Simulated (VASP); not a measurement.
# CO₂, relaxation of the cell: which settings are enough?

CO₂, I-42d (no. 122), 6 atoms in the cell. PBE; PAW potentials O, C (PBE set). VASP 6.6.1. The cell is changed on purpose: volume scaled by 0.95.

Wanted: cell volume within 0.2 %; lattice lengths within 0.1 %; shortest distances from each atom, periodic images included within 0.005 Å.

What the run is for: cell; Accuracy asked: standard.

The series start from Plane-wave cutoff (eV): 600; k-point mesh: 7 × 7 × 7; Relaxation passes: 2; Ionic threshold (EDIFFG): -0.005; Electronic threshold (eV): 1e-6; Precision mode (PREC): Accurate; Relaxation algorithm: IBRION=2 POTIM=0.5. Each series keeps the choices made before it, and each single choice may use up half of a tolerance. Times cover all steps of a run.

## Plane-wave cutoff (eV)

| Plane-wave cutoff (eV) | Cell volume (Å³) | Lattice lengths, largest deviation against the largest value | Shortest distances from each atom, periodic images included, largest deviation (Å) | Time (s) |
|---|---|---|---|---|
| 400 | 44.75 | 1.6 % | 0.0172 | 27 |
| 460 | 46.79 | 0.28 % | 0.0024 | 38 |
| 520 | 47.25 | 0.0076 % | 0.0008 | 42 |
| 600 | 47.1 | 0.1 % | 0.0005 | 53 |
| 700 | 47.09 | 0.11 % | 0.0008 | 64 |
| 840 (reference) | 47.28 | 0 % | 0.0000 | 86 |

Chosen: 840; the next looser run is off by more than half of the tolerance, so convergence isn't shown beyond this value.

## k-point mesh

| k-point mesh | Cell volume (Å³) | Lattice lengths, largest deviation against the largest value | Shortest distances from each atom, periodic images included, largest deviation (Å) | Time (s) |
|---|---|---|---|---|
| 4 × 4 × 4 | 47.28 | 0 % | 0.0000 | 54 |
| 5 × 5 × 5 | 47.28 | 0 % | 0.0000 | 63 |
| 7 × 7 × 7 | 47.28 | 0.00024 % | 0.0000 | 86 |
| 8 × 8 × 8 | 47.28 | 0 % | 0.0000 | 118 |
| 10 × 10 × 10 (reference) | 47.28 | 0 % | 0.0000 | 189 |

Chosen: 4 × 4 × 4, the loosest value from which every tighter one stays within half of the tolerance.

## Relaxation passes

| Relaxation passes | Cell volume (Å³) | Lattice lengths, largest deviation against the largest value | Shortest distances from each atom, periodic images included, largest deviation (Å) | Time (s) |
|---|---|---|---|---|
| 1 | 47.24 | 0.027 % | 0.0004 | 46 |
| 2 | 47.28 | 0 % | 0.0000 | 54 |
| 3 (reference) | 47.28 | 0 % | 0.0000 | 79 |

Chosen: 1.

## Ionic threshold (EDIFFG)

| Ionic threshold (EDIFFG) | Cell volume (Å³) | Lattice lengths, largest deviation against the largest value | Shortest distances from each atom, periodic images included, largest deviation (Å) | Time (s) |
|---|---|---|---|---|
| -0.05 | 47.02 | 0.045 % | 0.0025 | 36 |
| -0.02 | 47.22 | 0.012 % | 0.0002 | 52 |
| -0.01 | 47.22 | 0.012 % | 0.0002 | 51 |
| -0.005 | 47.24 | 0.014 % | 0.0002 | 46 |
| -0.002 (reference) | 47.26 | 0 % | 0.0000 | 52 |

Chosen: -0.02.

## Electronic threshold (eV)

| Electronic threshold (eV) | Cell volume (Å³) | Lattice lengths, largest deviation against the largest value | Shortest distances from each atom, periodic images included, largest deviation (Å) | Time (s) |
|---|---|---|---|---|
| 0.0001 | 47.25 | 0.0066 % | 0.0001 | 31 |
| 1e-5 | 47.25 | 0.012 % | 0.0001 | 34 |
| 1e-6 | 47.22 | 0.0032 % | 0.0002 | 52 |
| 1e-7 (reference) | 47.24 | 0 % | 0.0000 | 48 |

Chosen: 0.0001.

## Precision mode (PREC)

| Precision mode (PREC) | Cell volume (Å³) | Lattice lengths, largest deviation against the largest value | Shortest distances from each atom, periodic images included, largest deviation (Å) | Time (s) |
|---|---|---|---|---|
| Normal | 47.25 | 0.00073 % | 0.0000 | 17 |
| Accurate (reference) | 47.25 | 0 % | 0.0000 | 31 |

Chosen: Normal.

## Relaxation algorithm

| Relaxation algorithm | Cell volume (Å³) | Lattice lengths, largest deviation against the largest value | Shortest distances from each atom, periodic images included, largest deviation (Å) | Time (s) |
|---|---|---|---|---|
| IBRION=2 POTIM=0.5 | 47.25 | 0 % | 0.0000 | 17 |
| IBRION=2 POTIM=0.2 | 47.23 | 0.0054 % | 0.0001 | 14 |
| IBRION=1 POTIM=0.5 | 47.13 | 0.014 % | 0.0012 | 10 |
| IBRION=1 POTIM=0.2 | 47.09 | 0.018 % | 0.0010 | 11 |

Chosen: IBRION=2 POTIM=0.5; no other choice that stays within half of the tolerance saves 30 % of the time.

## All choices together

| Input | Cell volume (Å³) | Lattice lengths, largest deviation against the largest value | Shortest distances from each atom, periodic images included, largest deviation (Å) | Time (s) |
|---|---|---|---|---|
| the program's defaults (naive) | 44.85 | 1.5 % | 0.0183 | 6.5 |
| chosen settings | 47.25 | 0.022 % | 0.0002 | 17 |
| reference settings throughout | 47.29 | 0 % | 0.0000 | 223 |

The chosen settings stay within the tolerance of the reference run, but the reference itself isn't shown to be converged in: Plane-wave cutoff (eV).

Values of the reference run: Lattice lengths: 4.106, 4.106, 4.106 Å.

## The input

INCAR.step1:
```
SYSTEM = CO2
GGA = PE ; ISMEAR = 0
SIGMA = 0.03 ; LWAVE = .False.
LCHARG = .False. ; NSW = 80
PREC = Normal ; LASPH = .True.
LREAL = .False. ; ALGO = Normal
EDIFF = 1E-4 ; NELM = 120
GGA_COMPAT = .False. ; IBRION = 2
ISIF = 3 ; EDIFFG = -0.02
NELMIN = 4 ; ENCUT = 840
EFERMI = MIDGAP ; KPAR = 8
POTIM = 0.5
```

INCAR.step2, as INCAR.step1 but for:
```
- NSW = 80
- IBRION = 2
- ISIF = 3
- EDIFFG = -0.02
- NELMIN = 4
- POTIM = 0.5
+ ISIF = 2
```

KPOINTS:
```
Automatic mesh
0
Gamma
  4 4 4
  0 0 0
```

POSCAR.step1:
```
CO2
1.0
   -1.9412505837      1.9412505837      2.9629624002
    1.9412505837     -1.9412505837      2.9629624002
    1.9412505837      1.9412505837     -2.9629624002
O C
4 2
Direct
    0.8750000000      0.9597980000      0.5847980000
    0.3750000000      0.2902020000      0.4152020000
    0.0402020000      0.6250000000      0.9152020000
    0.7097980000      0.1250000000      0.0847980000
    0.0000000000      0.0000000000      0.0000000000
    0.7500000000      0.2500000000      0.5000000000
```

Commands (each step's output is kept before the next begins):
```
cat potpaw_PBE.64/O/POTCAR potpaw_PBE.64/C/POTCAR > POTCAR
cp INCAR.step1 INCAR
cp POSCAR.step1 POSCAR
mpirun -np 8 vasp_std > vasp.out
cp CONTCAR POSCAR
cp INCAR.step2 INCAR
mpirun -np 8 vasp_std > vasp.out
```

The chosen input took VASP 6.6.1 17 s on 8 cores (AMD EPYC 9R45 (Zen 5)), a shared host.

## An input that fails: cell relaxed at a low cutoff

It runs to its end, but against the unchanged starting input it is off by 30 % in the cell volume, 10 % in the lattice lengths, 0.1150 Å in the shortest distances from each atom, periodic images included.

Changes against the starting input:
```
(all steps)
- PREC = Accurate
- NELM = 120
- ENCUT = 600
+ PREC = Low
+ NELM = 69
+ ENCUT = 280
```
